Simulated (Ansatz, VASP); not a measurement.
**Pb in VASP and in Ansatz**

```
Pb
1.0
    -1.95506    1.95506    1.95506
     1.95506   -1.95506    1.95506
     1.95506    1.95506   -1.95506
Pb
1
Direct
  0.00000 0.00000 0.00000
```

Alike in both runs: functional PBEsol; k mesh 16 × 16 × 16; occupations gaussian, width 0.1 eV; no spin polarisation.

Ansatz relaxed the structure, and its values are those at the end. VASP's run is a single point on that final structure, the one shown.

|  | VASP | Ansatz |
| --- | --- | --- |
| version | VASP 6.6.1 | Ansatz 0.2.0 |
| potentials or method | VASP PAW PBE potentials, release 64 (Pb_d) | scalar-relativistic, plane waves, PAW |
| plane-wave cutoff (eV) | 520 | 420 |
| valence electrons in the cell | 14 | 14 |

|  | VASP | Ansatz | Ansatz less VASP |
| --- | --- | --- | --- |
| gap on the k mesh at the Fermi level (eV) | none | none | - |
| pressure (GPa) | 0.0 | 0.0 | +0.02 |

A gap of «none» marks a metal or a gap that the smearing closes. The functional is the same, so the differences come from potentials, cutoffs and numerics.

Caveats: the PAW data sets were made with another functional, which shifts forces and pressure a little (VASP). Spin-orbit coupling is left out, which matters for the levels of Pb.
